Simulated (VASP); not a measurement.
Set up this calculation in VASP 6.6.1, as the native input.

| Property | Result |
| --- | --- |
| Task | relaxation of cell and atoms |
| Functional | PBE |
| Potentials or basis | VASP PAW PBE potentials, release 64 (Pd) |
| Cutoff | 600 eV |
| k mesh | 8 × 8 × 4 |
| Occupations | gaussian, width 0.05 eV |
| Spin | no spin polarisation |
| Dipole correction | no |
| Further INCAR settings | ALGO = Normal; EDIFF = 1e-06; IBRION = 2; EDIFFG = -0.03; NSW = 80; ISIF = 3 |

The structure of Pd lies in POSCAR:

```
Pd
1.0
    2.7504564485      0.0000000000      0.0000000000
   -1.3752282243      2.3819651564      0.0000000000
    0.0000000000      0.0000000000      4.4924121993
Pd
2
Direct
    0.3333333333      0.6666666667      0.7500000000
    0.6666666667      0.3333333333      0.2500000000
```

The cell was built by a generator and needn't be a form met in nature.

These files were run (other wordings do the same):

INCAR

```
SYSTEM = Pd
PREC     = Accurate       ! precision mode
ENCUT    = 600            ! plane-wave cutoff, eV
EDIFF    = 1E-6           ! SCF threshold, eV
ISMEAR   = 0              ! smearing method
SIGMA    = 0.05           ! smearing width, eV
LREAL    = .False.        ! projectors in reciprocal space
LASPH    = .True.         ! aspherical terms in the spheres
NELM     = 80             ! most SCF steps
ALGO     = Normal         ! electronic algorithm
ISIF     = 3              ! what is computed and relaxed
LWAVE    = .False.        ! write WAVECAR
LCHARG   = .False.        ! write CHGCAR
GGA      = PE             ! functional
IBRION   = 2              ! ionic algorithm
NSW      = 80             ! ionic steps
EDIFFG   = -0.03          ! ionic threshold
```

KPOINTS

```
regular mesh
0
Gamma
  8 8 4
  0 0 0
```

Potentials or basis: VASP PAW PBE potentials, release 64 (Pd).

The run is started by

```bash
$ cat potpaw_PBE.64/Pd/POTCAR > POTCAR
$ mpirun -np 1 vasp_std > vasp.out
```

It gave:

The relaxed volume is 15.36 Å³/atom, the relaxed cell is a = 2.769 Å, b = 2.769 Å, c = 4.626 Å, α = 90.00°, β = 90.00°, γ = 120.00° and the space group after relaxing (to 0.05 Å) is P6_3/mmc (No. 194). The energy gained by relaxing is 18.4 meV/atom, the ionic steps are 6 and the pressure after relaxing is 0.1 GPa. The band gap on the k mesh is none (metal or under the smearing width).

Run time: 44 s on 1 thread of Intel(R) Xeon(R) Platinum 8488C (Sapphire Rapids) (shared host), peak memory 0.16 GiB.
